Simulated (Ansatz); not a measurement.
PbSe (Clausthalite):

```
Pb Se
1.0
     0.00000    3.06065    3.06065
     3.06065    0.00000    3.06065
     3.06065    3.06065    0.00000
Pb Se
1 1
Cartesian
  0.0000 0.0000 0.0000
  3.0606 3.0606 3.0606
```

Base run:

| Property | Result |
| --- | --- |
| Program | Ansatz 0.2.0 |
| Functional | PBE0 |
| Potentials or basis | all-electron PAW datasets made for the crystal |
| Cutoff | 270 eV (chosen from the basis error) |
| k mesh | 6 × 6 × 6 |
| Occupations | fermi-dirac, width 0.05 eV |
| Spin | no spin polarisation |

Its results: band gap on the k mesh 1.23 eV, direct; pressure 1.4 GPa.

Problem. After a change of settings the same cell gave: band gap on the k mesh 1.28 eV, direct; pressure 1.4 GPa. Which change was it?
A. functional from PBE0 to HSE06
B. functional from PBE0 to HSE06; k mesh from 6 × 6 × 6 to 4 × 4 × 4
C. k mesh from 6 × 6 × 6 to 4 × 4 × 4

Solution. C.

Caveats: some runs use coarse meshes; spin-orbit coupling is left out, which as a rule narrows the gap of such compounds by several tenths of an eV.

Runs at the PBE level aren't shown here.
